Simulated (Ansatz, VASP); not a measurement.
One calculation of LiF, two programs

```
Li F
1.0
     0.00000    2.03439    2.03439
     2.03439    0.00000    2.03439
     2.03439    2.03439    0.00000
Li F
1 1
Direct
  0.50000 0.50000 0.50000
  0.00000 0.00000 0.00000
```

Change from the starting cell: the structure that the rattled cell fell into.

Alike in both runs: functional PBE; k mesh 10 × 10 × 10; occupations gaussian, width 0.02 eV; no spin polarisation.

Ansatz relaxed the structure, and its values are those at the end. VASP's run is a single point on that final structure, the one shown.

|  | VASP | Ansatz |
| --- | --- | --- |
| version | VASP 6.6.1 | Ansatz 0.2.0 |
| potentials or method | VASP PAW PBE potentials, release 64 (Li_sv, F) | scalar-relativistic, plane waves, PAW |
| plane-wave cutoff (eV) | 520 | 420 |
| valence electrons in the cell | 10 | 10 |

Ansatz gave:

- gap on the k mesh at the Fermi level (eV): 8.83
- least direct gap on the mesh (eV): 8.83

Question: What did VASP give for the same quantities?

Answer: gap on the k mesh at the Fermi level (eV): 8.82; least direct gap on the mesh (eV): 8.82.

 A k mesh can miss the band edges.
